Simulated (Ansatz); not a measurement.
GeO₂:
```cif
data_Ge2O4
_chemical_formula_sum 'Ge2 O4'
_space_group_name_H-M_alt 'P42/mnm'
_space_group_IT_number 136
_space_group_name_Hall '-P 4n 2n'
_cell_length_a 4.41065
_cell_length_b 4.41065
_cell_length_c 2.87010
_cell_angle_alpha 90.000
_cell_angle_beta 90.000
_cell_angle_gamma 90.000
loop_
_atom_site_label
_atom_site_type_symbol
_atom_site_symmetry_multiplicity
_atom_site_Wyckoff_symbol
_atom_site_fract_x
_atom_site_fract_y
_atom_site_fract_z
_atom_site_occupancy
Ge1 Ge 2 a 0.00000 0.00000 0.00000 1
O1 O 4 f 0.30600 0.30600 0.00000 1
```

Relaxed with r²SCAN.

**Question.** Give the optical modes at the zone centre with their infrared and Raman activity from DFPT, DFT-r²SCAN in the program Ansatz with PAW potentials.

**Answer.** Transverse frequencies, without the LO–TO term; a row sums one degenerate level.

```tsv
ω (cm⁻¹)	degeneracy	IR ((D/Å)²/amu)	Raman (Å⁴/amu)	activity	symmetry
167	1	0.00	0.23	Raman	B1g
213	1	0.00	0	silent	B1u
311	2	44.18	0	IR	Eu
363	2	0.11	0	IR	Eu
475	1	0.00	0	silent	A2g
502	1	40.60	0	IR	A2u
523	2	0.00	0.45	Raman	Eg
648	1	0.00	0	silent	B1u
650	2	32.50	0	IR	Eu
691	1	0.00	32	Raman	A1g
855	1	0.00	4.1	Raman	B2g
```

**Question.** How high does the top mode go among those that the LO–TO term moves?

**Answer.** 822 cm⁻¹ for q along x, 822 cm⁻¹ for q along y, 787 cm⁻¹ for q along z.

Space group P4_2/mnm (rutile). The r²SCAN relaxation kept the symmetry of its start; phonons on a q-mesh show no instability.

Potentials: the later of the program's two PAW sets.
